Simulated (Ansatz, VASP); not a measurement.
# One calculation of BN, two programs

```
B N
1.0
     0.00000    1.81947    1.81947
     1.81947    0.00000    1.81947
     1.81947    1.81947    0.00000
B N
1 1
Direct
  0.00000 0.00000 0.00000
  0.75000 0.75000 0.75000
```

Change from the starting cell: volume scaled by 1.02, crystal datasets.

Alike in both runs: task electric field gradients; functional LDA; k mesh 11 × 11 × 11; occupations fermi-dirac, width 0.02 eV; no spin polarisation.

```csv
,VASP,Ansatz
version,VASP 6.6.1,Ansatz 0.2.0
potentials or method,"VASP PAW LDA potentials, release 64 (B, N), cutoff 520 eV","all-electron PAW with datasets made for the crystal, scalar-relativistic"
```

|  | VASP | Ansatz | Ansatz less VASP |
| --- | --- | --- | --- |
| gap on the k mesh at the Fermi level (eV) | 4.42 | 4.43 | +0.009 |
| pressure (GPa) | -17.1 | -17.8 | -0.69 |
| Vzz of the field gradient on the site that differs most (V/Å²) | 0.0 | 0.0 | 0.00 |

Ansatz ran all-electron here, so the differences hold the error of VASP's frozen core and of both bases.

Caveats: so large a pressure means that the cell lies far from this level's equilibrium, or that cutoff or potentials fall short (VASP); an odd mesh through Γ misses points on the zone boundary, where band edges often lie.
